**GaAs in five density functionals: size and stiffness**

The equilibrium volume is the volume at which the energy is lowest. The bulk modulus is the pressure rise per fractional decrease in volume, taken at that minimum, and its slope says how fast the modulus grows with pressure.

Quantum ESPRESSO 7.5, plane-wave DFT for GaAs (F-43m, 2-atom cell) with an 8 × 8 × 8 k mesh, Fermi-Dirac smearing of 0.05 eV and no spin polarisation or spin-orbit coupling. Volumes, bulk moduli and slopes come from fits to energies at seven volumes, with cell shape and fractional positions fixed; the given cell has 22.59 Å³/atom.

```
 functional                           potentials  wave cutoff  density cutoff  equilibrium volume (Å³/atom)  equilibrium volume change (% of the given cell)  bulk modulus (GPa)  bulk modulus slope
        LDA     PseudoDojo-0.4.1-SR-LDA-standard   1088.45 eV      4353.82 eV                        21.962                                           -2.780               74.40               5.080
        PBE              SSSP-1.3-efficiency-PBE   952.399 eV      7619.19 eV                        23.757                                            5.170               60.50               4.830
     PBEsol  PseudoDojo-0.4.1-SR-PBEsol-standard   1142.88 eV      4571.51 eV                        22.676                                            0.380               68.90               4.900
        N12     PseudoDojo-0.4.1-SR-PBE-standard   1142.88 eV      4571.51 eV                        22.681                                            0.400               66.00               5.110
rev-vdW-DF2     PseudoDojo-0.4.1-SR-PBE-standard   1142.88 eV      4571.51 eV                        23.096                                            2.240               62.50               5.160
```

**1. Which functional gives the largest crystal, and how much does the choice matter?**

PBE gives the largest cell and LDA the smallest. The PBE volume is 8.2 % above the LDA volume, which makes the cubic edge 2.7 % longer.

Edges that are to be compared, for example to find the misfit between two materials, should therefore come from one functional and one consistent set of potentials.

**2. Why does LDA make the crystal small and PBE make it large?**

LDA judges the exchange and correlation energy at each point from the density there, as if the electrons formed a uniform gas. PBE also looks at how steeply the density varies and lowers the exchange energy further where that variation is strong compared with the density itself. The usual argument is that, when the atoms move apart, the density becomes more uneven in this relative sense, both between the atoms and where core and valence shells meet. Expansion is then expected to be rewarded more in PBE than in LDA, so that the gradient dependence acts like a pressure from inside. The runs show this push only as a total; they do not split it into exchange and correlation or say where in the crystal it arises.

PBEsol is built with a weaker gradient dependence in exchange, roughly half that of PBE. With the crystal held at the given cell, its outward push relative to LDA is 2.4 GPa, against 5.4 GPa for PBE. The order fits the argument. The ratio is only a rough test, because correlation differs too and the PBE row uses other potentials, with the arsenic 3d electrons in the core.

**3. Why is the larger crystal also the softer one?**

A larger equilibrium volume goes with a lower bulk modulus, except that PBEsol and N12 have practically the same volume and still differ in stiffness. The energy curve bends less sharply where the bonds are longer, so a small change of length about a minimum there costs less. A functional that pushes the atoms apart moves the minimum towards this gently curved part.

This suggests a simple picture: every functional has the LDA curve plus a constant outward push. A constant push moves the minimum but leaves the stiffness at any chosen volume unchanged.

**4. Would the order of stiffness survive if all functionals were given the same cell?**

It would not. At the given cell, the pressures from the same runs make LDA the softest, with 64.5 GPa, and PBE the stiffest, with 76.8 GPa. The high tabulated modulus of LDA belongs to its short bonds. It does not mean that LDA describes a stiffer bond at a fixed length.

The constant push therefore fails. Between the smallest and the largest sampled volume, the push of PBEsol relative to LDA falls by a quarter. A push that fades on expansion grows on compression, so it resists squeezing and adds stiffness. A plausible reason for the fading is that neighbouring atoms overlap less at larger distance, so that each further step changes the density between them less.

**5. Can the bulk modulus be estimated from the LDA curve?**

It can, roughly, provided the other functional's equilibrium volume is known and one number is fitted. When each row in turn is left out of the fit, the rms miss is 1.97 GPa. Let V₀, B₀ and B′ be the LDA equilibrium volume, bulk modulus and bulk modulus slope. The Murnaghan equation then gives the LDA stiffness and pressure at another volume V:

B(V) = B₀ (V₀/V)^B′  
P(V) = [B(V) − B₀]/B′

At the equilibrium volume of another functional the total pressure is zero, so its push must equal −P(V). If the push fades as 1/Vⁿ, it adds n times itself to the stiffness. One common n, fitted to the four rows other than LDA, comes out near 2.

PBEsol shows the steps:

- LDA stiffness at the PBEsol volume: 74.4 × (21.962/22.676)^5.08 = 63.2 GPa
- Push: (74.4 − 63.2)/5.08 = 2.2 GPa
- Estimate: 63.2 + 1.96 × 2.2 = 67.5 GPa

The calculated value is 68.9 GPa. PBEsol was part of the fit, so this agreement is not an independent prediction. With a constant push the estimate would have stopped at 63.2 GPa, and that version is too soft for each of the four functionals, by 10.6 GPa for PBE. The full comparison is in the output below.

The value of n summarises these four rows. Taken row by row it runs from 1.3 for N12 to 2.6 for PBEsol, and the two rows with borrowed potentials lie lowest. A plain smooth curve of modulus against volume is expected to do nearly as well, so the model is worth more as a picture than as a predictor. It is not a constant of exchange, since the nonlocal correlation built into rev-vdW-DF2 and the differences between potentials enter it as well.

**6. PBEsol and N12 have the same volume. Why not the same stiffness?**

The model gives both about 67.5 GPa, because it knows a functional only by its volume. The calculation puts PBEsol above this value and N12 below it, about 3 GPa apart. The same gap appears when the stiffness is taken from pressures at the given cell, so it is not an accident of the energy fit.

The pressures show what differs. N12 pushes outward about as strongly as PBEsol, but its push falls by only 14 % over the sampled volumes, against 25 % for PBEsol. A steadier push adds less stiffness. Whether this comes from the N12 functional itself remains open, because that row, like the rev-vdW-DF2 row, was run with potentials made for PBE. An N12 run with matching potentials would be needed to decide.

**7. Which digits can be trusted?**

The volume can be found in two ways: from the lowest energy or from the point of zero pressure. For N12 the two differ by 0.06 Å³/atom, the largest mismatch among the five rows. LDA and PBE show 0.04 and 0.03 Å³/atom, in each case with the zero-pressure volume the smaller, while PBEsol and rev-vdW-DF2 agree closely. In LDA, PBE and N12 the printed pressure thus lies roughly 0.1 to 0.2 GPa below what the energies imply, for a reason these runs do not reveal. The second decimal of those three volumes is uncertain, and the pushes counted from LDA can be off by that much pressure. The difference of 0.005 Å³/atom between N12 and PBEsol is a tie, while the gap between LDA and PBE is far beyond such doubt.

The bulk modulus slopes deserve more caution. PBE has only one sampled volume above its minimum, so the expanded side of its curve is poorly fixed. The small differences between the slopes should not be given a cause.

**8. Does the table show which functional is right?**

It does not. PBEsol and N12 come within about 0.1 % of the given edge, but the table does not say that this edge was measured. A measured edge would also contain thermal expansion and the zero-point motion of the atoms, both of which normally enlarge the crystal and are absent here. A fair ranking needs a measured edge corrected for both, and potentials made for each functional.

The analysis program printed:

```
fit of excess on 4 rows (push > 0.1): coefficient of push 1.957 +/- 0.25; rms 1.41, worst rev-vdW-DF2 1.58, leave-one-out rms 1.97
  rows outside the fit (model, value, miss): LDA 0, 0, 0
Cell edge and zero-pressure test:
          row  edge_A  edge_offset_percent  V_zero_pressure_A3  energy_fit_minus_zero_pressure_A3
          LDA   5.601              -0.9354               21.92                            0.03841
          PBE   5.749                1.694               23.72                            0.03336
       PBEsol   5.661               0.1265               22.68                            0.00051
          N12   5.661               0.1332               22.62                            0.05846
  rev-vdW-DF2   5.696               0.7412               23.09                            0.00115
Push over LDA and stiffness at the given volume:
          row  push_smallest_V_GPa  push_given_V_GPa  push_largest_V_GPa  B_given_V_GPa
          LDA                    0                 0                   0          64.53
          PBE                 6.21             5.438               4.768          76.81
       PBEsol                 2.73             2.365               2.054           70.6
          N12                2.386             2.204               2.047          67.61
  rev-vdW-DF2                3.947             3.572               3.259          70.45
Bulk modulus predicted from the LDA curve:
          row  push_GPa  constant_push_GPa  its_miss_GPa  fading_push_GPa  its_miss_GPa_2
          LDA         0               74.4             0             74.4               0
          PBE      4.82              49.92        -10.58            59.35           -1.15
       PBEsol     2.197              63.24         -5.66            67.54           -1.36
          N12     2.211              63.17        -2.831             67.5           1.496
  rev-vdW-DF2     3.305              57.61         -4.89            64.08            1.58
PBE volume above LDA volume, %: 8.173
PBE edge above LDA edge, %: 2.653
PBE bulk modulus below LDA at own minima, %: 18.68
PBE bulk modulus above LDA at the given volume, GPa: 12.28
PBEsol push over LDA as share of the PBE push, %: 43.48
Fall of the PBEsol push from smallest to largest volume, %: 24.75
Fall of the N12 push from smallest to largest volume, %: 14.2
N12 volume less PBEsol volume, A^3/atom: 0.005
PBEsol less N12 bulk modulus at own minima, GPa: 2.9
PBEsol less N12 bulk modulus at the given volume, GPa: 2.987
```
